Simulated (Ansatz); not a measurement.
Runs of Ansatz 0.2.0 on Si3N4. Symmetry: P-43m, No. 215, cubic system. The conventional cell has a = 4.131 Å, b = 4.131 Å, c = 4.131 Å, α = 90.00°, β = 90.00°, γ = 90.00°. Around Si (site symmetry -42m) lie 4 N at 1.77 Å. N (site symmetry 3m) has 3 Si at 1.77 Å as nearest neighbours. The cell was built by a generator and needn't be a form met in nature.

```tsv
cell	target pressure (GPa)	gap on the mesh (eV)	pressure (GPa)
relaxed to 5 GPa	5	(b)	5.0
relaxed to 30 GPa	30	2.51	30.0
relaxed to 10 GPa	10	(a)	10.0
relaxed	0	2.63	0.0
relaxed to 2 GPa	2	2.62	2.0
relaxed to 20 GPa	20	2.56	20.0
```

Alike in all rows: task relaxation of cell and atoms; level PBEsol; potentials or basis Ansatz PAW; no spin polarisation; k mesh 7 × 7 × 7; cutoff (eV) 420; smearing fermi-dirac 0.05 eV.

Q: Fill in the values left out.

A: (a) 2.60; (b) 2.61.

Caveats: odd divisions of the mesh miss points on the zone boundary, where band edges often lie, so the gap on the mesh can be too wide; the plane-wave basis is chosen anew once the cell has moved, so the energies of steps on either side of that aren't comparable; the PAW data sets come from PBE, with cores solved anew for the run's functional, which leaves a small shift of forces and pressure.

A k mesh can miss the band edges.

Runs at the PBE level aren't shown here.
